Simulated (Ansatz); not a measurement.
# Hf: the crystal squeezed far

The task here is to estimate one member of a computed series from the others.

Program: Ansatz 0.2.0. Level of theory: DFT PBE, with the methods named in each step. These are calculated values, not measurements.

**The system as given**

The structure is hexagonal, space group P6/mmm (No. 191). The conventional cell has a = 4.993 Å, b = 4.993 Å, c = 3.103 Å, α = 90.00°, β = 90.00°, γ = 120.00°. Around Hf (site symmetry 6/mmm) lie 14 Hf at 3.10 to 3.27 Å. Around Hf (site symmetry -6m2) lie 11 Hf at 2.88 to 3.27 Å.

As a file:

```
Hf
1.0
     4.99342    0.00000    0.00000
    -2.49671    4.32443    0.00000
     0.00000    0.00000    3.10294
Hf
3
Direct
  0.00000 0.00000 0.00000
  0.33333 0.66667 0.50000
  0.66667 0.33333 0.50000
```

Whether this phase is the stable one at these pressures isn't tested.

Atoms are numbered in the order of the input: Hf1, Hf2, Hf3.

Set-up of the first run:

The input, input.yaml:

```yaml
crystal:
  lattice:
    - [4.9934208615, 0.0, 0.0]
    - [-2.4967104308, 4.3244293178, 0.0]
    - [0.0, 0.0, 3.1029431208]
  atoms:
    - { symbol: Hf, position: [0.0, 0.0, 0.0] }
    - { symbol: Hf, position: [0.3333333333, 0.6666666667, 0.5] }
    - { symbol: Hf, position: [0.6666666667, 0.3333333333, 0.5] }
kpoints:
  mp_grid: { grid: [8, 8, 11] }
  band_path:
    path:
      - [0.0, 0.0, 0.0]
      - [0.5, 0.0, 0.0]
      - [0.3333333333, 0.3333333333, 0.0]
      - [0.0, 0.0, 0.0]
      - [0.0, 0.0, 0.5]
      - [0.5, 0.0, 0.5]
      - [0.3333333333, 0.3333333333, 0.5]
      - [0.0, 0.0, 0.5]
      - [0.5, 0.0, 0.5]
    npoints: 14
scf:
  occupations: { method: fermi_dirac, width: 0.08 }
hamiltonian:
  xc: pbe
  pseudopotentials: { kind: all_electron, lapw: { basis_error: 0.001 } }
output:
  forces: true
  stress: true
  eigenvalues: true
  populations: true
  dos: { projected: true, de: 0.2, e_range: [-14, 8] }
```

Command:

```console
ansatz run input.yaml --threads 1 --pin off --max-ram 3072MiB --backend cpu --events-out ev --progress --plain --runs-dir out
```

Steps of the session up to this table: The reference volume, LAPW; Volume scaled by 1, crystal datasets; Volume scaled by 1, norm-conserving; Volume scaled by 0.8, LAPW; Volume scaled by 0.8, norm-conserving; Volume scaled by 0.7, LAPW; Volume scaled by 0.6, LAPW; Volume scaled by 0.4, LAPW; Volume scaled by 0.4, crystal datasets; Volume scaled by 0.4, norm-conserving.

One of the session's tables, all rows but one given; the rest of the session is left out.

| method | volume over the first | volume (Å³/atom) | pressure (GPa) |
| --- | --- | --- | --- |
| LAPW | 1 | 22.335 | 0.00 |
| LAPW | 0.8 | 17.868 | 35.40 |
| LAPW | 0.7 | 15.634 | 71.71 |
| LAPW | 0.6 | 13.401 | 134.33 |
| LAPW | 0.4 | 8.934 | 508.80 |
| PAW | 1 | ? | ? |
| PAW | 0.8 | 17.868 | 35.36 |
| PAW | 0.7 | 15.634 | 71.61 |
| PAW | 0.6 | 13.401 | 134.14 |
| PAW | 0.4 | 8.934 | 507.68 |
| PAW (cutoff 250 eV) | 0.4 | 8.934 | 536.38 |
| crystal datasets | 1 | 22.335 | -0.01 |
| crystal datasets | 0.4 | 8.934 | 508.80 |
| norm-conserving | 1 | 22.335 | 0.07 |
| norm-conserving | 0.8 | 17.868 | 35.41 |
| norm-conserving | 0.4 | 8.934 | 507.14 |

**Question.** Estimate the row for PAW, 1.

As computed: volume (Å³/atom): 22.335; pressure (GPa): -0.02.

Caveats from the session: Rows by PAW come from runs of the same series that aren't printed here. Warnings in the runs' records: crystal datasets made, cutoff below recommended.
